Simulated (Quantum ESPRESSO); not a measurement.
Crystal: SiO2.

```
CELL_PARAMETERS angstrom
4.23317 0.00000 0.00000
0.00000 4.23317 0.00000
0.00000 0.00000 2.69349
ATOMIC_POSITIONS crystal
Si 0.00000 0.00000 0.00000
Si 0.50000 0.50000 0.50000
O 0.80684 0.19316 0.50000
O 0.30684 0.30684 0.00000
O 0.19316 0.80684 0.50000
O 0.69316 0.69316 0.00000
```

The cell comes from a database or a generator and needn't be the stable form of this composition.

Base run:

* Program: Quantum ESPRESSO 7.5
* Functional: PBE
* Potentials or basis: SSSP 1.3 efficiency PBE
* Cutoff: 748 eV
* Density cutoff: 5987 eV
* k mesh: 6 × 6 × 10
* Occupations: fermi-dirac, width 0.05 eV
* Spin: no spin polarisation

Its results: band gap on the k mesh 5.04 eV, direct; pressure 0.1 GPa; largest force 0.011 eV/Å.

Question: The run is repeated on the same cell with these changes: functional from PBE to LDA; potentials or basis from SSSP 1.3 efficiency PBE to GBRV 1.5 LDA; cutoff from 748 eV to 612 eV; density cutoff from 5987 eV to 4898 eV. What comes out?

Answer: Band gap on the k mesh 5.05 eV, direct; pressure -13.5 GPa; largest force 0.119 eV/Å.
